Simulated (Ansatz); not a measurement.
Results of PBEsol (Ansatz, a first-principles code, plane waves, PAW) for tetradymite Sb₂Te₃.

Numerical settings: plane-wave cutoff 520 eV, 10×10×10 k mesh, Fermi–Dirac smearing 0.01 eV, scalar-relativistic PAW data made under PBE.

A third-order Birch–Murnaghan fit to the energies gives V0 = 31.474 Å³/atom, B0 = 36.8 GPa, B′ = 11.4.

| V (Å³/atom) | P (GPa) |
|---|---|
| 30.219 | (withheld) |
| 30.848 | (withheld) |
| 31.478 | -0.002 |
| 32.107 | (withheld) |
| 32.737 | (withheld) |

Question: Estimate the withheld pressures from this fit; the answers are the runs' own values.

Answer: 
- 30.219, P (GPa): 1.855
- 30.848, P (GPa): 0.845
- 32.107, P (GPa): -0.665
- 32.737, P (GPa): -1.123

The formula P = (3/2) B0 (x^(7/3) − x^(5/3)) [1 + (3/4)(B′ − 4)(x^(2/3) − 1)] with x = V0/V meets the computed pressures within 0.03 GPa when these rounded values are put in.

Shape and atoms are relaxed at each volume.

Measured, for comparison: bulk modulus 36.1 ± 0.9 GPa (temperature not stated, not corrected to a static lattice; as tabulated in Sans et al. (2019), arXiv:1907.08317). Computed (rounded) less measured: bulk modulus +2 % (inside the measured uncertainty). A static lattice is as a rule a little smaller and stiffer than an uncorrected measurement, which narrows the difference in the bulk modulus and would widen misses of the other sign.

Note: the cell comes from a level without a dispersion term, which matters for the spacing of layers, chains or molecules; the gap of the solid is closed in this run; this level leaves the solid without a gap, although one is measured; the bulk modulus comes from volumes at which shape and atoms were relaxed.

Spin–orbit coupling is not included; it can open a gap where bands touch, and shift volumes and moduli.

Computed values are for the static lattice.

Cost on a shared machine: around 29 core-minutes (rough).
